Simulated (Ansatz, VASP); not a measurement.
FePt (Tetraferroplatinum) in VASP and in Ansatz

INCAR

```
PREC = Accurate
ENCUT = 520
EDIFF = 1E-7
ISMEAR = -1
SIGMA = 0.05
LREAL = F
LASPH = T
NELM = 120
ALGO = Normal
ISIF = 2
LWAVE = F
LCHARG = F
ISPIN = 2
MAGMOM = 0 3
LORBIT = 11
LMAXMIX = 4
GGA = PE
NBANDS = 20
```

KPOINTS

```
regular mesh
0
Gamma
  10 10 7
```

File POSCAR:

```
FePt
1.0
    2.6866914338      0.0000000000      0.0000000000
    0.0000000000      2.6866914338      0.0000000000
    0.0000000000      0.0000000000      3.6697235666
Pt Fe
1 1
Direct
    0.5000000000      0.5000000000      0.5000000000
    0.0000000000      0.0000000000      0.0000000000
```

input.yaml

```yaml
crystal:
  lattice:
    - [2.6866914338, 0.0, 0.0]
    - [0.0, 2.6866914338, 0.0]
    - [0.0, 0.0, 3.6697235666]
  atoms:
    - { symbol: Pt, position: [0.5, 0.5, 0.5] }
    - { symbol: Fe, position: [0.0, 0.0, 0.0], spin: 3.0 }
hamiltonian:
  xc: pbe
  pseudopotentials: { kind: paw }
magnetization:
  spin_polarized: true
kpoints:
  mp_grid: { grid: [10, 10, 7] }
scf:
  occupations: { method: fermi_dirac, width: 0.05 }
output:
  forces: true
  stress: true
  eigenvalues: true
```

Change from the starting cell: volume scaled by 0.96.

Alike in both runs: task single point; functional PBE; k mesh 10 × 10 × 7; occupations fermi-dirac, width 0.05 eV; collinear spin, ferromagnetic start.

|  | VASP | Ansatz |
| --- | --- | --- |
| version | VASP 6.6.1 | Ansatz 0.2.0 |
| potentials or method | VASP PAW PBE potentials, release 64 (Pt, Fe) | Ansatz PAW |
| plane-wave cutoff (eV) | 520 | 420 |
| valence electrons in the cell | 18 | 34 |

|  | VASP | Ansatz | Ansatz less VASP |
| --- | --- | --- | --- |
| gap on the k mesh at the Fermi level (eV) | none | none | - |
| pressure (GPa) | 12.9 | 13.4 | +0.48 |
| largest component of the traceless stress (GPa) | 0.36 | 0.30 | -0.056 |
| net moment per atom (μB) | 1.61 | 1.61 | +0.001 |
| size of the moment on the site where the two differ most (μB) | 0.33 | 0.39 | +0.061 |

Site moments also hang on the region over which each program counts them. A gap of «none» marks a metal or a gap that the smearing closes. With one functional, cell and mesh, what is left measures potentials, basis and numerics. The two sets of potentials don't hold the same shells in valence.

Spin-orbit coupling is left out, which matters for the levels of Pt.
